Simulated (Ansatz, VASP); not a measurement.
NaF (Villiaumite): VASP beside Ansatz

INCAR

```
SYSTEM = NaF
PREC     = Accurate       ! precision mode
ENCUT    = 520            ! plane-wave cutoff, eV
EDIFF    = 1E-6           ! SCF threshold, eV
ISMEAR   = 0              ! smearing method
SIGMA    = 0.01           ! smearing width, eV
LREAL    = .False.        ! projectors in reciprocal space
LASPH    = .True.         ! aspherical terms in the spheres
NELM     = 60             ! most SCF steps
ALGO     = Normal         ! electronic algorithm
ISIF     = 2              ! what is computed and relaxed
LWAVE    = .False.        ! write WAVECAR
LCHARG   = .False.        ! write CHGCAR
NBANDS   = 14             ! bands
```

The input KPOINTS:

```
Automatic mesh
0
Gamma
  10 10 10
  0 0 0
```

File POSCAR:

```
NaF
1.0
    0.0000000000      2.2517812203      2.2517812203
    2.2517812203      0.0000000000      2.2517812203
    2.2517812203      2.2517812203      0.0000000000
Na F
1 1
Direct
   -0.0022204644     -0.0022204644     -0.0022204644
    0.5000000000      0.5000000000      0.5000000000
```

Input for Ansatz:

```yaml
crystal:
  lattice:
    - [0.0, 2.25178122026, 2.25178122026]
    - [2.25178122026, 0.0, 2.25178122026]
    - [2.25178122026, 2.25178122026, 0.0]
  atoms:
    - { symbol: Na, position: [-0.002220464384, -0.002220464384, -0.002220464384] }
    - { symbol: F, position: [0.5, 0.5, 0.5] }
kpoints:
  mp_grid: { grid: [10, 10, 10] }
scf:
  occupations: { method: fixed }
  convergence: { dr2_threshold: 1.0e-10 }
hamiltonian:
  xc: lda
  pseudopotentials: { kind: all_electron, lapw: { basis_error: 0.0005 } }
output:
  forces: true
  stress: true
  eigenstates:
    kpoints:
      - [0.0, 0.0, 0.0]
      - [-0.5, 0.0, -0.5]
      - [0.0, -0.5, -0.5]
      - [-0.5, -0.5, 0.0]
      - [-0.5, 0.0, 0.0]
      - [0.0, -0.5, 0.0]
      - [0.0, 0.0, -0.5]
      - [-0.5, -0.5, -0.5]
  eigenvalues: true
```

Change from the starting cell: atom 1 moved by [-0.01, -0.01, -0.01] A.

Alike in both runs: task single point; functional LDA; k mesh 10 × 10 × 10; no spin polarisation.

```csv
,VASP,Ansatz
version,VASP 6.6.1,Ansatz 0.2.0
potentials or method,"VASP PAW LDA potentials, release 64 (Na_pv, F)","all-electron LAPW, scalar-relativistic"
plane-wave cutoff (eV),520,see its input
occupations,"gaussian, width 0.01 eV",fixed
```

|  | VASP | Ansatz | Ansatz less VASP |
| --- | --- | --- | --- |
| gap on the k mesh at the Fermi level (eV) | 6.43 | 6.44 | +0.010 |
| pressure (GPa) | 0.0 | 0.0 | +0.06 |
| rms of the force components (eV/Å) | 0.030 | 0.029 | -0.0008 |

Atom by atom the forces differ by 0.001 eV/Å (rms over components). Ansatz ran all-electron here, so the differences hold the error of VASP's frozen core and of both bases.

A k mesh can miss the band edges.
